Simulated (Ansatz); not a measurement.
# B: the cost of one run

Method: DFT PBE, scalar-relativistic, plane waves, PAW, in Ansatz 0.2.0.

### 1 The system as given

Symmetry: P6_3/mmc, No. 194, hexagonal system. The conventional cell has a = 2.709 Å, b = 2.709 Å, c = 4.470 Å, α = 90.00°, β = 90.00°, γ = 120.00°. Around B (site symmetry 3m) lie 4 B at 1.66 to 1.68 Å.

As a file:

```cif
data_structure
_symmetry_space_group_name_H-M 'P 1'
_symmetry_Int_Tables_number 1
_cell_length_a 2.7092
_cell_length_b 2.7092
_cell_length_c 4.4701
_cell_angle_alpha 90.000
_cell_angle_beta 90.000
_cell_angle_gamma 120.000
_cell_volume 28.41
loop_
_atom_site_label
_atom_site_type_symbol
_atom_site_fract_x
_atom_site_fract_y
_atom_site_fract_z
_atom_site_occupancy
B1 B 0.33333 0.66667 0.43750 1
B2 B 0.66667 0.33333 0.93750 1
B3 B 0.66667 0.33333 0.56250 1
B4 B 0.33333 0.66667 0.06250 1
```

This is candidate A: lonsdaleite type (P6_3/mmc, No. 194).

(A quick probe on a coarse mesh, which set the mesh and smearing, is not shown.)

### 3 A loose first relaxation (candidate A)

File input.yaml:

```yaml
crystal:
  lattice:
    - [2.7091719657, 0.0, 0.0]
    - [-1.3545859829, 2.3462117456, 0.0]
    - [0.0, 0.0, 4.4701337435]
  atoms:
    - { symbol: B, position: [0.3333333333, 0.6666666667, 0.4375] }
    - { symbol: B, position: [0.6666666667, 0.3333333333, 0.9375] }
    - { symbol: B, position: [0.6666666667, 0.3333333333, 0.5625] }
    - { symbol: B, position: [0.3333333333, 0.6666666667, 0.0625] }
basis:
  ecutwfc: 420
kpoints:
  mp_grid: { grid: [9, 9, 4] }
hamiltonian:
  xc: pbe
scf:
  occupations: { method: gaussian, width: 0.1 }
  lower_state_search: "off"
output:
  forces: true
  stress: true
  eigenvalues: true
relax:
  adjacent_minimum: "off"
  f_tol: 0.04
  max_steps: 70
  cell: { stress_tol: 0.4 }
```

**Question.** How long does this run take on 1 thread of an x86-64 CPU, shared host, and how much memory does it need?

About 5.2 s, with a peak of 0.31 GiB.
